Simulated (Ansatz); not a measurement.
ZrSe₂: relaxed-ion elastic tensor

These are results of DFT PBEsol, scalar-relativistic, plane waves, PAW in Ansatz 0.2.0, not measurements. Settings: 420 eV plane-wave cutoff, Γ-centred 12×12×6 mesh, Gaussian smearing of 0.02 eV. No spin polarisation.

The cell, relaxed at this level:
```
CELL_PARAMETERS angstrom
3.72924 0.00000 0.00000
-1.86462 3.22962 0.00000
0.00000 0.00000 6.13961
ATOMIC_POSITIONS crystal
Zr 0.00000 0.00000 0.00000
Se 0.33333 0.66667 0.25856
Se 0.66667 0.33333 0.74144
```

The crystal is built of layers and no dispersion correction was added, so the binding between them is poorly described, and with it their spacing and whatever depends on it.

Task: Give the relaxed-ion elastic constants (GPa, Voigt order xx yy zz yz xz xy, on the axes of the cell above).

Result:
```
109.7  22.5   4.2  -2.2   0.0   0.0
 22.5 109.7   4.2   2.2   0.0   0.0
  4.2   4.2  29.7   0.0   0.0   0.0
 -2.2   2.2   0.0   9.9   0.0   0.0
  0.0   0.0   0.0   0.0   9.9  -2.2
  0.0   0.0   0.0   0.0  -2.2  43.6
```

Task: Is the crystal stable against homogeneous strain?

Result: Yes: the least eigenvalue of the tensor is 9.8 GPa.

Task: And the moduli of a polycrystal (Hill averages)?

Result: B = 28 GPa, G = 22 GPa, E = 52 GPa, ν = 0.19.

Cost: 1 run of about 8.3 core-minutes, on Arm Neoverse V2 (shared hosts).